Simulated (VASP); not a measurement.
# How biaxial strain in the (111) plane changes BAs (F-43m), part 2 of 2

How do the elastic response and the band edges of BAs follow biaxial strain in the (111) plane?

VASP 6.6.1, plane waves and PAW; the level of theory is named at each step.

So far. Step 5 (Band edges, r2SCAN with spin-orbit coupling): The run ends at a pressure of 9.59 GPa, with forces up to 0.014 eV/Å.

### 6. The table

Runs beyond LDA use the data sets made with LDA; this shifts their levels slightly, and their total energies have another zero (at TB-mBJ, which has no energy functional, they mean nothing).

The other members went through these steps as far as the tables show, with the same cutoff and, step by step, the same mesh; 40 runs are not shown. The session took 2.6 core hours (wall time by ranks) on a shared machine.

```csv
in-plane strain (%),strain along the normal (%),"in-plane stress, tension positive (GPa)",energy above the unstrained row (meV/atom),"gap on the mesh, LDA (eV)"
-2.000,0.525,-8.448,13.622,0.988
-1.500,0.389,-6.205,7.592,1.044
-1.000,0.257,-4.047,3.353,1.079
-0.500,0.128,-1.980,0.842,1.109
0,0.000,-0.001,0.000,1.136
0.500,-0.124,1.892,0.771,1.108
1.000,-0.245,3.702,3.094,1.082
1.500,-0.364,5.430,6.907,1.057
2.000,-0.478,7.078,12.161,1.034
```

Slopes at zero strain, from cubics through all rows: strain ratio -0.252, stress over strain 387 GPa.

Band edges at TB-mBJ with spin-orbit coupling, counted from the valence-band top at Γ, spin-orbit pairs averaged, with one row partly withheld:

```
in-plane strain (%)  gap (eV)  conduction band at Γ (eV)  Δ or X valley along z (eV)  Δ or X valley along x (eV)  lowest conduction level at L, [111] (eV)  lowest conduction level at L, [-111] (eV)  second valence level below the top (eV)  third valence level below the top (eV)
             -2.000     1.502                      3.372                       1.499                       1.499                                     3.778                                      3.283                                    0.099                                   0.381
             -1.500     1.557                      3.465                       1.549                       1.549                                     3.660                                      3.296                                    0.085                                   0.315
             -1.000     1.599                      3.543                       1.593                       1.593                                     3.542                                      3.304                                    0.064                                   0.264
             -0.500     1.636                      3.598                       1.632                       1.632                                     3.425                                      3.308                                    0.036                                   0.228
                  0     1.669                      3.622                       1.665                       1.665                                     3.309                                      3.309                                    0.000                                   0.205
              0.500     1.658                      3.583                       1.655                       1.655                                     3.155                                      3.267                                    0.039                                   0.229
              1.000     1.643                      3.533                       1.639                       1.639                                         ?                                      3.223                                    0.078                                   0.259
              1.500     1.626                      3.479                       1.621                       1.621                                     2.850                                      3.177                                    0.116                                   0.291
              2.000     1.608                      3.424                       1.602                       1.602                                     2.704                                      3.131                                    0.151                                   0.321
```

Band edges at r2SCAN with spin-orbit coupling, counted from the valence-band top at Γ, spin-orbit pairs averaged:

| in-plane strain (%) | gap (eV) | conduction band at Γ (eV) | Δ or X valley along z (eV) | Δ or X valley along x (eV) | lowest conduction level at L, [111] (eV) | lowest conduction level at L, [-111] (eV) | second valence level below the top (eV) | third valence level below the top (eV) |
| --- | --- | --- | --- | --- | --- | --- | --- | --- |
| -2.000 | 1.130 | 3.009 | 1.125 | 1.125 | 3.544 | 3.021 | 0.101 | 0.388 |
| -1.500 | 1.182 | 3.105 | 1.175 | 1.175 | 3.414 | 3.030 | 0.087 | 0.322 |
| -1.000 | 1.222 | 3.186 | 1.217 | 1.217 | 3.285 | 3.034 | 0.065 | 0.273 |
| -0.500 | 1.257 | 3.242 | 1.254 | 1.254 | 3.157 | 3.034 | 0.036 | 0.238 |
| 0 | 1.288 | 3.267 | 1.284 | 1.284 | 3.030 | 3.030 | 0.000 | 0.215 |
| 0.500 | 1.274 | 3.228 | 1.271 | 1.271 | 2.866 | 2.985 | 0.039 | 0.239 |
| 1.000 | 1.257 | 3.178 | 1.253 | 1.253 | 2.703 | 2.936 | 0.078 | 0.268 |
| 1.500 | 1.237 | 3.123 | 1.233 | 1.233 | 2.544 | 2.886 | 0.115 | 0.299 |
| 2.000 | 1.216 | 3.068 | 1.211 | 1.211 | 2.389 | 2.836 | 0.149 | 0.329 |

### 7. Working out the slope

The quantity to fit is the splitting of the lowest conduction levels at the L points ([111] less [-111]) at TB-mBJ with spin-orbit coupling: 0.495, 0.364, 0.239, 0.117, 0.000, -0.113, -0.327, -0.428 eV in the rows shown.

A least-squares parabola through the 8 rows shown, with d the strain along the axis less the strain across it, in %: E = 0.004683 d² + 0.1841 d − 7.76e-5 (eV), r.m.s. residual 2.3e-4 eV.

At d = -1.245 this predicts -0.2221 eV.

### 8. Prediction against calculation

The calculation gives -0.2219 eV, so the prediction is 0.0002 eV too low.

The splitting is Ξu times 8/9 of d, with d as a fraction, so the linear term gives Ξu = 20.7 eV.

### 9. Summary of results

```yaml
ratio_of_normal_to_in_plane_strain: -0.252
biaxial_modulus: 387 GPa
gap_of_the_unstrained_cell_tb_mbj_with_spin_orbit_coupling: 1.67 eV
gap_of_the_unstrained_cell_r2scan_with_spin_orbit_coupling: 1.29 eV
shear_deformation_potential_u_of_the_lowest_conduction_levels_at_l: 20.7 eV
error_of_the_predicted_row: -0.2 meV
```

What this shows: As a check, the curvature of the energy gives 387 GPa for the same modulus (energy per volume = M × strain²), 0 % from the slope of the stress. At TB-mBJ with spin-orbit coupling the lowest conduction valley is Δ or X throughout, and the gap runs between 1.50 and 1.67 eV. At r2SCAN with spin-orbit coupling the lowest conduction valley is Δ or X throughout, and the gap runs between 1.13 and 1.29 eV. Hole masses are left out throughout, since the top bands are degenerate or cross in many series; of conduction masses, those of the Γ, L and (for Si and Ge under (001) strain) Δ valleys are kept where they change by under an eighth between rows. A measured gap of unstrained BAs is 4.12 eV (arxiv:1911.04914, direct gap from square of absorption coefficient, average of two samples, so it belongs beside the lowest direct gap, not the least one, 300 K); the static gaps here belong to the lattice relaxed at LDA. TB-mBJ is a potential fitted for gaps; it has no energy functional, so its total energies and forces mean nothing, and its bands tend to come out too narrow. r2SCAN opens gaps somewhat over GGA but leaves them below measured values as a rule. Δ or X levels are the lowest on their line, refined by a parabola unless they lie at X; the gap is read from all points sampled and can differ from the lowest valley by some meV, or by tens of meV where strain moves the valence top off Γ. Temperature, zero-point motion and excitons are left out.

[Lines on the potential files, build, host, timing and source positions are cut from VASP's logs without a mark.]

[Logs are printed without paths, hosts, clocks, repeated set-up lines and the standing remarks that a program may print on its own settings, such as how far it seeks lower states.]

[Hosts, paths, dates, database ids (printed as entryN), source tags and the programs' standing remarks are cut or masked in the printed files.]

[In band tables of VASP the shares of atoms and orbitals are scaled to a sum of 1 inside the atoms' spheres.]
